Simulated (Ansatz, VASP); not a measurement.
BiH4 in VASP and in Ansatz

```
Bi H
1.0
     0.00000    2.82001    2.82001
     2.82001    0.00000    2.82001
     2.82001    2.82001    0.00000
Bi H
1 4
Direct
  0.75000 0.75000 0.75000
  0.35489 0.93534 0.35489
  0.35489 0.35489 0.35489
  0.93534 0.35489 0.35489
  0.35489 0.35489 0.93534
```

Alike in both runs: functional PBE; k mesh 12 × 12 × 12; occupations gaussian, width 0.1 eV; no spin polarisation.

Ansatz relaxed the structure, and its values are those at the end. VASP's run is a single point on that final structure, the one shown.

|  | VASP | Ansatz |
| --- | --- | --- |
| version | VASP 6.6.1 | Ansatz 0.2.0 |
| potentials or method | VASP PAW PBE potentials, release 64 (Bi_d, H) | scalar-relativistic, plane waves, PAW |
| plane-wave cutoff (eV) | 520 | 420 |
| valence electrons in the cell | 19 | 19 |

|  | VASP | Ansatz | Ansatz less VASP |
| --- | --- | --- | --- |
| gap on the k mesh at the Fermi level (eV) | none | none | - |
| pressure (GPa) | -0.2 | 0.0 | +0.19 |
| rms of the force components (eV/Å) | 0.007 | 0.005 | -0.0016 |

A gap of «none» marks a metal or a gap that the smearing closes.

Caveats: spin-orbit coupling is left out, which moves the levels of the heavy elements.
